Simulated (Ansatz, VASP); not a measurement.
# Ga18N17 (V_N): VASP beside Ansatz, part 2 of 2

One calculation is typed for both programs; each brings its own data sets. How far apart do they land? Of the first pair: The cell is taken from a series of runs on this material, whose earlier steps may have relaxed, scaled, displaced or heated it; both programs get it as it stands.

VASP 6.6.1 and Ansatz 0.2.0.

So far. Step 2 (VASP: single point, r2SCAN, pair 1): The run ends at a pressure of -3.79 GPa, with forces up to 0.27 eV/Å.

### Step 5. Ansatz: relaxation, r2SCAN

Level of this step: Ansatz beside VASP: Kohn-Sham DFT, plane waves, r2SCAN (Ansatz).

The two programs are compared at the cell with which this relaxation starts, whose forces are those of its first step.

The structure compared here is the start of the Ansatz relaxation; VASP solves that cell, so the two are compared at the walk's first step.

Contents of input.yaml:

```yaml
crystal:
  lattice:
    - [0.0, 4.49819389, 4.49819389]
    - [6.74729083, 0.0, 6.74729083]
    - [6.74729083, 6.74729083, 0.0]
  atoms:
    - { symbol: Ga, position: [0.0, 0.0, 0.0] }
    - { symbol: "N", position: [0.125, 0.08333333, 0.08333333] }
    - { symbol: Ga, position: [0.0, 0.0, 0.33333333] }
    - { symbol: "N", position: [0.125, 0.08333333, 0.41666667] }
    - { symbol: Ga, position: [0.0, 0.0, 0.66666667] }
    - { symbol: "N", position: [0.125, 0.08333333, 0.75] }
    - { symbol: Ga, position: [0.0, 0.33333333, 0.0] }
    - { symbol: "N", position: [0.125, 0.41666667, 0.08333333] }
    - { symbol: Ga, position: [0.0, 0.33333333, 0.33333333] }
    - { symbol: "N", position: [0.125, 0.41666667, 0.41666667] }
    - { symbol: Ga, position: [0.0, 0.33333333, 0.66666667] }
    - { symbol: "N", position: [0.125, 0.41666667, 0.75] }
    - { symbol: Ga, position: [0.0, 0.66666667, 0.0] }
    - { symbol: "N", position: [0.125, 0.75, 0.08333333] }
    - { symbol: Ga, position: [0.0, 0.66666667, 0.33333333] }
    - { symbol: "N", position: [0.125, 0.75, 0.41666667] }
    - { symbol: Ga, position: [0.0, 0.66666667, 0.66666667] }
    - { symbol: "N", position: [0.125, 0.75, 0.75] }
    - { symbol: Ga, position: [0.5, 0.0, 0.0] }
    - { symbol: "N", position: [0.625, 0.08333333, 0.08333333] }
    - { symbol: Ga, position: [0.5, 0.0, 0.33333333] }
    - { symbol: "N", position: [0.625, 0.08333333, 0.41666667] }
    - { symbol: Ga, position: [0.5, 0.0, 0.66666667] }
    - { symbol: "N", position: [0.625, 0.08333333, 0.75] }
    - { symbol: Ga, position: [0.5, 0.33333333, 0.0] }
    - { symbol: "N", position: [0.625, 0.41666667, 0.08333333] }
    - { symbol: Ga, position: [0.5, 0.33333333, 0.33333333] }
    - { symbol: Ga, position: [0.5, 0.33333333, 0.66666667] }
    - { symbol: "N", position: [0.625, 0.41666667, 0.75] }
    - { symbol: Ga, position: [0.5, 0.66666667, 0.0] }
    - { symbol: "N", position: [0.625, 0.75, 0.08333333] }
    - { symbol: Ga, position: [0.5, 0.66666667, 0.33333333] }
    - { symbol: "N", position: [0.625, 0.75, 0.41666667] }
    - { symbol: Ga, position: [0.5, 0.66666667, 0.66666667] }
    - { symbol: "N", position: [0.625, 0.75, 0.75] }
  host:
    repeats: [2, 3, 3]
    atoms:
      - { symbol: Ga, position: [0.0, 0.0, 0.0] }
      - { symbol: "N", position: [0.25, 0.25, 0.25] }
total_charge: -1
basis:
  ecutwfc: 500
  xc_grid: 2
hamiltonian:
  xc: r2scan
  pseudopotentials: { kind: paw, azcp: { folder: soft_1 } }
kpoints:
  mp_grid: { grid: [1, 1, 1], shift: [0.25, 0.25, 0.25] }
scf:
  occupations: { method: fixed }
  max_iter: 100
output:
  forces: true
  charged_corrections:
    epsilon: 6.0
    static_epsilon: 10.56
    defect_position: [0.625, 0.416667, 0.416667]
relax:
  f_tol: 0.02
  max_steps: 80
  random_displacement: { amplitude: 0.05, seed: 2851 }
checkpoint:
  write: "../qm1.relax.run"
  compress: false
  write_wavefunctions: true
  write_every: 100000
```

Command:

```sh
$ ansatz run input.yaml --threads 4 --pin off --max-ram 7536MiB --backend cpu --events-out ev --progress --plain --runs-dir out
```

Numbers of over 12 decimals in the logs are rounded to 6 here.

The program printed:

```text
[...]
Crystal: 35 atoms, lattice volume = 409.569 Å³
Basis set: ecut = 500 eV, 10411 PW (Γ), exchange–correlation on 96×144×144 points (8 copies of the dense FFT grid, shifted against one another)
Bands: 195, of which v1, the nominal top of the filled ones, is band 160 counted from 1 (159 counted from 0)
Symmetry: 1 space group operations
k-points: 1
[...]
- { symbol: Ga, position: [0.555655, 0.326425, 0.644892] }
    - { symbol: N, position: [0.626029, 0.414134, 0.758706] }
    - { symbol: Ga, position: [0.501804, 0.669624, -0.00766423] }
    - { symbol: N, position: [0.625810, 0.754195, 0.075992] }
    - { symbol: Ga, position: [0.477806, 0.652364, 0.326286] }
    - { symbol: N, position: [0.610247, 0.741809, 0.413292] }
    - { symbol: Ga, position: [0.499899, 0.662472, 0.663668] }
    - { symbol: N, position: [0.625582, 0.751824, 0.742210] }
[key lines of the parts left out:]
SCF converged after 2 iterations
Free energy (F): -74773.857204 eV
Fermi energy:    11.328514 eV
```

### Step 6. VASP: single point, r2SCAN, start cell, pair 2

The same cell, functional and mesh now go to VASP, with its own data sets.

Contents of INCAR:

```
SYSTEM = Ga18N17
PREC = Accurate
ENCUT = 580
EDIFF = 1E-06
NELM = 120
ISMEAR = 0
SIGMA = 0.01
LREAL = Auto
ALGO = Normal
METAGGA = R2SCAN
LASPH = .TRUE.
NELECT = 320
NBANDS = 188
LORBIT = 11
LWAVE = .FALSE.
LCHARG = .FALSE.
ISIF = 2
ISYM = 0
GGA_COMPAT = .FALSE.
EFERMI = MIDGAP
LMIXTAU = .TRUE.
```

Contents of POSCAR:

```
Ga18N17
1.0
    0.0000000000      4.4981938865      4.4981938865
    6.7472908298      0.0000000000      6.7472908298
    6.7472908298      6.7472908298      0.0000000000
Ga N
18 17
Direct
    0.0022769139      0.0035924048      0.9937946946
    0.0013589899      0.9976298635      0.3389338118
    0.9927489786      0.9989454286      0.6721698552
    0.9942676993      0.3297495330      0.0035509067
    0.9980666685      0.3337848563      0.3286189311
    0.0035036284      0.3376950924      0.6653184387
    0.0021108472      0.6612150139      0.9992804519
    0.9906287943      0.6675709724      0.3366337034
    0.0035499804      0.6602587042      0.6688950593
    0.5017869520      0.0019086179      0.9937041398
    0.5048617417      0.9958768637      0.3300987102
    0.5043318624      0.0041694512      0.6646019289
    0.4912986314      0.3340894230      0.0045181838
    0.5012479579      0.3354401873      0.3270960976
    0.5058788166      0.3364535570      0.6615594485
    0.5005952515      0.6608897723      0.0008309261
    0.4967003549      0.6729713621      0.3303059785
    0.4998960820      0.6609923320      0.6713016549
    0.1248893476      0.0890340309      0.0823335638
    0.1330647400      0.0839311680      0.4117043522
    0.1184828875      0.0862291273      0.7543715142
    0.1334328878      0.4149669950      0.0838947089
    0.1299686085      0.4173759619      0.4104515531
    0.1261805325      0.4223888627      0.7463176891
    0.1210966032      0.7497710011      0.0800542045
    0.1206463113      0.7520674042      0.4216595330
    0.1344280650      0.7467262976      0.7487726004
    0.6237327849      0.0787831759      0.0829531458
    0.6168211220      0.0859651695      0.4207490194
    0.6187477842      0.0812280831      0.7557281328
    0.6325493235      0.4112759580      0.0830329556
    0.6225150740      0.4214600455      0.7519153432
    0.6304096870      0.7514977682      0.0844306277
    0.6220812332      0.7501763490      0.4125749238
    0.6174971711      0.7553246375      0.7489752743
```

Contents of KPOINTS:

```
Points of the shifted mesh
1
Reciprocal
 0.2500000000  0.2500000000  0.2500000000 1
```

PAW data sets: Ga_d and N (PBE family, release 64).

Command:

```sh
$ mpirun -np 4 vasp_std
```

The program printed:

```text
[banner, memory and clock lines left out]
running    4 mpi-ranks, on    1 nodes
[...]
[... a notice as in an earlier step ...]

 LDA part: xc-table for (None), standard interpolation
 POSCAR, INCAR and KPOINTS ok, starting setup
[...]
entering main loop
       N       E                     dE             d eps       ncg     rms          rms(c)
DAV:   1     0.586892178208E+04    0.58689E+04   -0.13024E+05   416   0.349E+03
DAV:   2     0.123414957575E+04   -0.46348E+04   -0.43474E+04   376   0.105E+03
DAV:   3    -0.211537651491E+03   -0.14457E+04   -0.13509E+04   448   0.351E+02
DAV:   4    -0.431890133971E+03   -0.22035E+03   -0.21261E+03   400   0.136E+02
DAV:   5    -0.459515875718E+03   -0.27626E+02   -0.27165E+02   608   0.463E+01BRMIX: very serious problems
 the old and the new charge density differ
 old charge density:   319.00000 new  320.00000
    0.308E+01
DAV:   6    -0.392974549451E+03    0.66541E+02   -0.11680E+02   600   0.646E+01    0.969E+00
DAV:   7    -0.369512186972E+03    0.23462E+02   -0.23546E+01   440   0.247E+01    0.683E+00
DAV:   8    -0.383266800794E+03   -0.13755E+02   -0.88854E+00   416   0.297E+01    0.357E+00
DAV:   9    -0.370112886016E+03    0.13154E+02   -0.26307E+00   408   0.118E+01    0.169E+00
[...]
DAV:  23    -0.371392522802E+03   -0.30002E-04   -0.59102E-06   312   0.189E-02    0.489E-03
DAV:  24    -0.371392524578E+03   -0.17761E-05   -0.36979E-06   312   0.173E-02    0.174E-03
DAV:  25    -0.371392524032E+03    0.54607E-06   -0.22723E-06   224   0.118E-02
   1 F= -.37139252E+03 E0= -.37139252E+03  d E =-.129019E-46
```

Parts of OUTCAR (step 6):

```text
  Total       17.3844891     23.1369430     21.7737129     -4.5495354      0.9925654     -3.0681346
  in kB       68.0057268     90.5085344     85.1757659    -17.7971559      3.8827792    -12.0021199
  external PRESSURE =      81.2300090 kB  Pullay stress =       0.0000000 kB

 POSITION                                       TOTAL-FORCE (eV/Angst)
 -----------------------------------------------------------------------------------
      6.72966      6.71566      0.03448         0.578779      0.912294     -0.847595
      9.01818      2.29300      6.73741         0.016211     -0.804581      0.230791
     11.27550      9.00090     11.20575        -0.705528      0.142970      1.090975
      2.24888      4.49637      6.69732        -0.279118      0.261431      1.506036
      4.46943      6.70678      6.74164         1.548233      0.829422     -0.423863
      6.76762      4.50486      2.29429        -0.813611     -0.663446     -0.144915
     11.20385      6.75193      4.47090         0.325155      0.079908      0.569927
      6.77566      6.72741      8.96034        -0.944240      0.388372      0.612614
      8.96819      4.52920      4.47093         1.250174     -0.887326      0.635565
      6.71769      8.96195      2.27001         1.130827      0.737961     -0.925246
      8.94674      4.49824      8.99044         0.672801     -0.150253      0.232270
      4.51240      6.75285      2.29672         0.010886     -0.627084     -1.226867
      2.28468      2.24044      4.46416        -1.279063      0.626104      0.189505
      4.47032      4.46172      4.51802         1.705736      0.486812     -0.437122
[...]
-----------------------------------------------------------------------------------
    total drift:                                0.026437     -0.030706     -0.033026

  FREE ENERGIE OF THE ION-ELECTRON SYSTEM (eV)
  ---------------------------------------------------
  free  energy   TOTEN  =      -371.3925240322 eV

  energy  without entropy=     -371.3925240322  energy(sigma->0) =     -371.39252403

[... 1 part as in an earlier step ...]

[... 2 further parts left out ...]
[key lines of the parts left out:]
E-fermi :   8.1443
```

The run ends at a pressure of 8.12 GPa, with forces up to 1.8 eV/Å.

### Step 7. Comparison

What differs besides the data sets and the points named for the pairs above, as far as they apply: fixed occupations in Ansatz, narrow Gaussian smearing in VASP. Total energies have different zeros and are not compared.

Forces on 8 of the 35 atoms, those with the largest forces and the largest differences (eV/Å; atoms numbered as in POSCAR):

```
atom          Ansatz x, y, z            VASP x, y, z
 Ga4    -0.279, 0.259, 1.462    -0.279, 0.261, 1.506
 Ga5    1.502, 0.850, -0.387    1.548, 0.829, -0.424
 Ga9    1.210, -0.863, 0.630    1.250, -0.887, 0.636
Ga10    1.119, 0.732, -0.908    1.131, 0.738, -0.925
Ga14    1.668, 0.446, -0.464    1.706, 0.487, -0.437
Ga17   -0.524, 0.099, -1.163   -0.560, 0.129, -1.219
 N22  -0.092, -1.342, -0.833  -0.097, -1.369, -0.851
 N24   -0.405, 1.136, -0.977   -0.408, 1.168, -0.995
```

The forces differ by 19 meV/Å r.m.s., which is 2.6 % of the r.m.s. force of 0.733 eV/Å (both taken over all components). The cell carries a charge of -1 e against a uniform background, so its pressure also hangs on how the neutralising background is counted, and in a defect's cell a gap may be the spacing between its levels.

### Step 8. Ansatz: relaxation, r2SCAN

This run makes the geometry at which the two programs are then compared.

The structure compared here is the end of the Ansatz relaxation.

This is the run of step 5 again, met here at its other cell.

### Step 9. VASP: single point, r2SCAN, relaxed atoms in a fixed cell, pair 3

The same cell, functional and mesh now go to VASP, with its own data sets.

INCAR is that of step 6.

Contents of POSCAR:

```
Ga18N17
1.0
    0.0000000000      4.4981938900      4.4981938900
    6.7472908300      0.0000000000      6.7472908300
    6.7472908300      6.7472908300      0.0000000000
Ga N
18 17
Direct
    0.0015541028      0.0005222911      0.9995414192
    0.9948082169      0.0068313036      0.3323714967
    0.0040221725      0.9935468714      0.6694326110
    0.0098916388      0.3352152196      0.9952787470
    0.9706368781      0.3245911610      0.3694916633
    0.0060327438      0.3340606304      0.6682642652
    0.9981893399      0.6623210561      0.0042582132
    0.9862679574      0.6665976029      0.3337299787
    0.0037739674      0.6647586377      0.6628145136
    0.5002527181      0.0014025428      0.0001316327
    0.5027196750      0.9987827246      0.3343881533
    0.5025824115      0.0033505202      0.6611324461
    0.4911642559      0.3333579200      0.0092849115
    0.4892354353      0.3705991639      0.3267236801
    0.5556551922      0.3264246417      0.6448922779
    0.5018040397      0.6696239138      0.9923357690
    0.4778062909      0.6523636493      0.3262863972
    0.4998993848      0.6624715493      0.6636678095
    0.1264404026      0.0853144917      0.0818966007
    0.1350161606      0.0739189325      0.4203788002
    0.1269299479      0.0822270805      0.7503614073
    0.1108115987      0.4123008457      0.1009572981
    0.1204717612      0.4196172386      0.4201724705
    0.1554860270      0.4140318897      0.7400727676
    0.1243846919      0.7505590847      0.0821636495
    0.1000727661      0.7599629539      0.4151025518
    0.1254712052      0.7440868405      0.7534451872
    0.6261643181      0.0830562852      0.0851435584
    0.6218560544      0.1006137933      0.4114284288
    0.6285946237      0.0763286694      0.7527499029
    0.6359891907      0.4206339106      0.0730338409
    0.6260294637      0.4141341088      0.7587056908
    0.6258104601      0.7541950342      0.0759923531
    0.6102472117      0.7418091764      0.4132916333
    0.6255819569      0.7518241638      0.7422097607
```

KPOINTS is that of step 6.

Command:

```sh
$ mpirun -np 4 vasp_std
```

The program printed:

```text
[... set-up lines as in an earlier step ...]
 entering main loop
       N       E                     dE             d eps       ncg     rms          rms(c)
DAV:   1     0.602688298494E+04    0.60269E+04   -0.12885E+05   384   0.349E+03
DAV:   2     0.121001993978E+04   -0.48169E+04   -0.45803E+04   376   0.100E+03
DAV:   3    -0.222745509346E+03   -0.14328E+04   -0.13326E+04   448   0.344E+02
DAV:   4    -0.433762317781E+03   -0.21102E+03   -0.20216E+03   432   0.130E+02
DAV:   5    -0.459563463377E+03   -0.25801E+02   -0.25624E+02   608   0.460E+01BRMIX: very serious problems
 the old and the new charge density differ
 old charge density:   319.00000 new  320.00000
    0.301E+01
DAV:   6    -0.394902977596E+03    0.64660E+02   -0.11165E+02   600   0.569E+01    0.961E+00
DAV:   7    -0.371082644090E+03    0.23820E+02   -0.21850E+01   424   0.181E+01    0.679E+00
DAV:   8    -0.389701824494E+03   -0.18619E+02   -0.10753E+01   432   0.319E+01    0.328E+00
DAV:   9    -0.369437080045E+03    0.20265E+02   -0.42377E+00   424   0.145E+01    0.110E+00
[...]
DAV:  21    -0.373266753408E+03    0.13372E-04   -0.18902E-05   432   0.436E-02    0.926E-03
DAV:  22    -0.373266779250E+03   -0.25841E-04   -0.18683E-05   512   0.247E-02    0.374E-03
DAV:  23    -0.373266779350E+03   -0.99943E-07   -0.57023E-06   368   0.136E-02
   1 F= -.37326678E+03 E0= -.37326678E+03  d E =0.000000E+00
```

Parts of OUTCAR (step 9):

```text
  Total        4.2066873     19.0052174      9.0012185     -2.5535635      1.1514166     -1.6715716
  in kB       16.4559814     74.3457930     35.2115270     -9.9891887      4.5041830     -6.5389580
  external PRESSURE =      42.0044338 kB  Pullay stress =       0.0000000 kB

 POSITION                                       TOTAL-FORCE (eV/Angst)
 -----------------------------------------------------------------------------------
      6.74772      6.75119      0.01051         0.000515     -0.007781     -0.004440
      2.28870      6.71745      4.52093         0.008073      0.000497      0.003724
     11.22061      4.53495      6.72184         0.013758     -0.000394      0.001234
      8.97723      6.75993      2.30629        -0.008317      0.005601      0.002458
      4.68318      6.85918      6.55622         0.009968     -0.047135     -0.034944
      6.76298      4.53611      2.28114         0.005204     -0.003019     -0.014663
      4.49760      4.51878      8.95892        -0.004460      0.000367      0.017743
      6.74950      6.68820      8.93415         0.014400     -0.001996      0.008114
      8.95752      4.48918      4.50230         0.018688      0.000789     -0.009912
      0.01035      2.25112      2.25970        -0.003007      0.007081      0.002077
      8.99529      4.51754      9.00041         0.001601      0.020908      0.001159
      4.48346      6.72157      2.28332        -0.003392     -0.001319     -0.007903
      2.31191      2.27200      4.45861         0.007512     -0.005173     -0.005755
      4.70504      4.40518      4.70122         0.018156      0.053930      0.032802
[...]
-----------------------------------------------------------------------------------
    total drift:                               -0.002773     -0.008992     -0.013580

  FREE ENERGIE OF THE ION-ELECTRON SYSTEM (eV)
  ---------------------------------------------------
  free  energy   TOTEN  =      -373.2667793497 eV

  energy  without entropy=     -373.2667793497  energy(sigma->0) =     -373.26677935

[... 1 part as in an earlier step ...]

[... 2 further parts left out ...]
[key lines of the parts left out:]
E-fermi :   7.6360
```

The run ends at a pressure of 4.20 GPa, with forces up to 0.069 eV/Å.

### Step 10. Differences

The two programs side by side:

```
              quantity  Ansatz   VASP  difference
gap on the k mesh (eV)   1.266  1.255      +0.011
```

The largest component of a force difference here is 59 meV/Å. A gap on the mesh is an upper bound, since the band edges may lie between its points. The cell carries a charge of -1 e against a uniform background, so its pressure also hangs on how the neutralising background is counted, and in a defect's cell a gap may be the spacing between its levels.

### Step 11. Summary of results

```json
{
 "r.m.s. force difference (single point, r2SCAN, pair 1)": "13 meV/Å",
 "r.m.s. force difference (single point, r2SCAN, start cell, pair 2)": "2.6 % of the r.m.s. force",
 "r.m.s. force difference (single point, r2SCAN, relaxed atoms in a fixed cell, pair 3)": "16 meV/Å"
}
```

**Reading.** The r.m.s. force difference is 16 meV/Å (single point, r2SCAN, relaxed atoms in a fixed cell, pair 3), beyond the 12 meV/Å picked in this series as the mark of a large difference. What causes the difference of the single point, r2SCAN, pair 1 pair stays open here. What causes the difference of the single point, r2SCAN, relaxed atoms in a fixed cell, pair 3 pair stays open here. Such differences can come from data sets, numerical settings and the points named under the comparisons, not from the functional's error against experiment.

[Lines on the potential files, build, host, timing and source positions are cut from VASP's logs without a mark.]

[Logs are printed without paths, hosts, clocks, repeated set-up lines and the standing remarks that a program may print on its own settings, such as how far it seeks lower states.]

[Hosts, paths, dates, database ids (printed as entryN), source tags and the programs' standing remarks are cut or masked in the printed files.]
